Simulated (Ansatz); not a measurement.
Input of an Ansatz 0.2.0 run:

File input.yaml:

```yaml
crystal:
  lattice:
    - [0.0, 2.325, 2.325]
    - [2.325, 0.0, 2.325]
    - [2.325, 2.325, 0.0]
  atoms:
    - { symbol: Hf, position: [0.5, 0.5, 0.5] }
    - { symbol: C, position: [0.0, 0.0, 0.0] }
kpoints:
  mp_grid: { grid: [5, 5, 5] }
scf:
  occupations: { method: fermi_dirac, width: 0.02 }
hamiltonian:
  xc: pbe
  pseudopotentials: { kind: all_electron, lapw: { basis_error: 0.003 } }
output:
  forces: true
  stress: true
  eigenvalues: true
```

Potentials or basis: all-electron LAPW, scalar-relativistic.

Run with:

```sh
$ ansatz run input.yaml --threads 1 --pin off --max-ram 3072MiB --backend cpu --events-out ev --progress --plain --runs-dir out
```

Estimate the band gap on the k mesh.

none (metal or under the smearing width).

Predict the pressure.

1.0 GPa.

Caveat: the k mesh is coarse (spacing up to 0.47 Å⁻¹), so the values aren't converged. The run has no spin-orbit coupling, so splittings on Hf are missing.
